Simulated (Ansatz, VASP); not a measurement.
**Sb in VASP and in Ansatz**

```
CELL_PARAMETERS angstrom
3.14308 0.00000 0.00000
0.00000 4.37631 0.00000
-0.03917 0.00000 4.43503
ATOMIC_POSITIONS crystal
Sb 0.01139 0.25000 0.24117
Sb 0.98861 0.75000 0.75883
```

Change from the starting cell: volume scaled by 1.02.

Alike in both runs: task single point; functional LDA; k mesh 9 × 6 × 6; occupations fermi-dirac, width 0.05 eV; no spin polarisation.

```csv
,VASP,Ansatz
version,VASP 6.6.1,Ansatz 0.2.0
potentials or method,"VASP PAW LDA potentials, release 64 (Sb), cutoff 520 eV","all-electron LAPW, scalar-relativistic"
```

Ansatz gave:

* gap on the k mesh at the Fermi level (eV): none
* pressure (GPa): -4.2
* largest component of the traceless stress (GPa): 0.44
* rms of the force components (eV/Å): 0.024

Which values does VASP return?

gap on the k mesh at the Fermi level (eV): none; pressure (GPa): -4.1; largest component of the traceless stress (GPa): 0.42; rms of the force components (eV/Å): 0.022.

Atom by atom the forces differ by 0.007 eV/Å (rms over components). A gap of «none» marks a metal or a gap that the smearing closes. Ansatz ran all-electron here, so the differences hold the error of VASP's frozen core and of both bases.

Spin-orbit coupling is left out, which matters for the levels of Sb.
